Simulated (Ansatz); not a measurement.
## How far is this HfC from the hull?

Level of theory: DFT PBE, scalar-relativistic, plane waves, PAW in Ansatz 0.2.0. All cells share a 420 eV cutoff and Γ-centred k meshes spaced at most about 0.3 Å⁻¹ (about 0.25 or finer for metals, 2π included). No spin polarisation.

The zero of energy is the elements' standard structures at the same level; no fitted shifts are applied.

Temperature and zero-point effects are left out. Spin–orbit coupling, which can matter for Hf, is left out. The reference form of C is held partly by dispersion forces, which this level lacks.

The competitors are the elements and 1 reference phase of this chemical system (from databases or known types: HfC), relaxed at the same level; other known phases may be missing.

The candidate was reached from: a relaxed cell, shaken at random and relaxed again.

```
Hf C
1.0
     3.32590    0.00000    0.00000
    -1.66295    2.88031    0.00000
     0.00000    0.00000    5.24161
Hf C
2 2
Direct
  0.33333 0.66667 0.25000
  0.66667 0.33333 0.75000
  0.00000 0.00000 0.00000
  0.00000 0.00000 0.50000
```

Task: Is it stable, and against what?

Result: Not the lowest form: another structure of the same formula lies lower. Its formation energy is -0.721 eV/atom. The lowest competing phase at this composition is this:

| phase | space group | source | share of atoms | ΔE_f (eV/atom) |
| --- | --- | --- | --- | --- |
| HfC | Fm-3m (No. 225) | Materials Project | 1.0000 | -0.918 |

The candidate lies 197 meV/atom above this phase. The guess has relaxed into a known cell: it matches a Materials Project cell. It is metastable at best. Whether it is a true minimum wasn't tested by phonons. It has the anti-nickel arsenide type.
